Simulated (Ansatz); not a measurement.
## HfC: pressure and energy less free atoms against volume scale

Periodic Kohn-Sham DFT of a crystal at fixed atoms, scaled to volume_scale times the given cell; pressure positive in compression, energy less spherical unpolarised free atoms, largest_vzz the field gradient of largest size among the nuclei. The results are calculated, by Ansatz 0.2.0.

The cell before it is scaled or strained (space group Fm-3m, No. 225):
```
cell vectors (Å)
   0.0000     2.3250     2.3250
   2.3250     0.0000     2.3250
   2.3250     2.3250     0.0000
atoms (fractions of the cell vectors)
Hf  0.50000  0.50000  0.50000
C   0.00000  0.00000  0.00000
```

Settings of every row: method all-electron LAPW; functional PBE; relativity scalar; k mesh 12x12x12; filling fermi-dirac; smearing width 0.05 eV; basis error target 0.25 meV/atom; nucleus gaussian.

Atom start moment: 0 on all atoms.

Limits: no spin-orbit coupling on heavy atoms.

```csv
row,volume scale,V (Å³/atom),pressure (GPa),energy less free atoms (eV/atom)
1,0.9405,11.82,16.567,-9.1586
2,0.97,12.191,?,?
3,1,12.568,0.282,-9.1961
4,1.03,12.945,-6.275,-9.1888
5,1.06,13.322,-11.925,-9.1672
```

Question: what pressure and energy less free atoms should row 2 give?

Worked fit of pressure. Take u = (V_r/V)^(2/3) − 1 with V_r = 12.756 Å³ an atom, which is twice the finite (Eulerian) strain; such expansions in the strain, on which the Birch-Murnaghan equation of state is built, carry the rest volume and the bulk modulus. The shown rows have u = 0.05212, 0.00995, -0.00976, -0.02853. Least squares give pressure = −3.1119 + 333.127 × u + 852.42 × u² GPa; a straight line predicts inner rows, each left out in turn, worse (root mean square 0.84 against 0.014 GPa). The rows lie off it by 0.001, -0.005, 0.007, -0.003 (root mean square 0.0046 GPa). The pressure vanishes at u = 0.0091, or V = 12.58 Å³ an atom, and there the bulk modulus at fixed shape and fractions is B = −V dP/dV = (2/3)(1 + u) dP/du = 235 GPa. The withheld row has u = 0.03066, so the fit gives −3.1119 + 333.127 × (0.03066) + 852.42 × (0.03066)² = 7.903 GPa.

The calculation gave 7.892 GPa. The fit lies 0.011 GPa (0.039 % of the column's range) above it; its largest miss of a shown row is 0.007 GPa.

Worked fit of energy less free atoms. Take u = (V_r/V)^(2/3) − 1 with V_r = 12.756 Å³ an atom, which is twice the finite (Eulerian) strain; such expansions in the strain, on which the Birch-Murnaghan equation of state is built, carry the rest volume and the bulk modulus. The shown rows have u = 0.05212, 0.00995, -0.00976, -0.02853. Least squares give energy less free atoms = −9.19439 − 0.3731 × u + 20.334 × u² eV/atom; a straight line predicts inner rows, each left out in turn, worse (root mean square 0.02 against 2.6e-05 eV/atom). All shown rows lie on it to the printed digit. Its lowest point lies at u = 0.0092, or V = 12.58 Å³ an atom, and the curvature there gives the bulk modulus at fixed shape and fractions, B = (4/9)(1 + u)² E″(u)/V = 234 GPa. The withheld row has u = 0.03066, so the fit gives −9.19439 − 0.3731 × (0.03066) + 20.334 × (0.03066)² = -9.1867 eV/atom.

The calculation gave -9.1867 eV/atom. The fit meets it to the printed digit.
